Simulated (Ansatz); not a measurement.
**TaSi2: checking dH/dP = V**

Computed with DFT PBE, scalar-relativistic, plane waves, PAW in Ansatz 0.2.0. Settings: 420 eV cutoff, 9×9×6 k-mesh, Gaussian smearing of 0.10 eV, no spin polarisation.

Reference structure (relaxed):

```xyz
9
Lattice="4.8050 0.0000 0.0000 -2.4025 4.1613 0.0000 0.0000 0.0000 6.5986" Properties=species:S:1:pos:R:3 pbc="T T T"
Ta    2.4025    0.0000    0.0000
Ta    1.2013    2.0806    4.3991
Ta   -1.2013    2.0806    2.1995
Si    0.0000    1.3226    0.0000
Si    3.6596    0.6613    4.3991
Si    1.2571    3.5000    2.1995
Si    2.4025    2.8387    0.0000
Si   -1.2571    3.5000    4.3991
Si    1.1454    0.6613    2.1995
```

Cell and atoms were relaxed at each target pressure within the start's symmetry (P6_422), at zero temperature; other phases can be more stable under pressure. H = E + PV with P the target; E is the free energy at the smearing used, whose derivative the pressure is, per atom and counted from zero pressure.

Spin–orbit coupling is left out, which can shift energies with elements as heavy as these.

| P (GPa) | V (Å³/atom) | E − E0 (meV) | H − H0 (meV) |
| --- | --- | --- | --- |
| 0 | 14.660 | 0.0 | 0.0 |
| 2 | 14.505 | 1.0 | 182.0 |
| 5 | 14.286 | 5.7 | 451.5 |
| 10 | 13.957 | 21.0 | 892.1 |
| 20 | 13.396 | 73.0 | 1745.2 |

Task: Thermodynamics gives dH/dP = V along a relaxed path. Integrate V over P by the trapezoid rule and compare with the computed enthalpies.

Result: With 1 eV/Å³ = 160.22 GPa, each step adds the mean volume times ΔP / 160.22:
| P (GPa) | ∫V dP (meV) | H − H0 (meV) | difference (meV) |
| --- | --- | --- | --- |
| 2 | 182.0 | 182.0 | 0.0 |
| 5 | 451.6 | 451.5 | 0.0 |
| 10 | 892.3 | 892.1 | 0.1 |
| 20 | 1745.9 | 1745.2 | 0.7 |

V(P) curves upward, so the trapezoid rule runs high; integrating a smooth curve through the same points puts that excess at about 0.7 meV at 20 GPa, against the 0.7 meV found.

Task: At 20 GPa, how much of the enthalpy change is stored energy and how much is the PV term?

Result: E rises by 73 meV/atom and PV is 20 × 13.396 / 160.22 = 1672 meV/atom, so PV makes 96 % of ΔH. So between rival structures at high pressure a small difference in volume can outweigh the difference in energy: 1 % of this volume is worth 16.7 meV/atom at this pressure.

Task: What bulk modulus do the lowest pressures give, and how is the compression shared among the axes?

Result: From the pressures that the runs reached, -2.02 GPa (14.828 Å³) and 1.99 GPa (14.505 Å³), B = −ΔP/Δln V = 4.01 / 0.0220 = 182 GPa, a mean over that range. The linear compressibilities −Δln(length)/ΔP are 2.04 along a, 2.04 along b, 1.41 along c (in TPa⁻¹). With fixed angles they add up to 1/B: 5.48 against 5.48. Softest: a and b, at 37 % of the volume change per axis.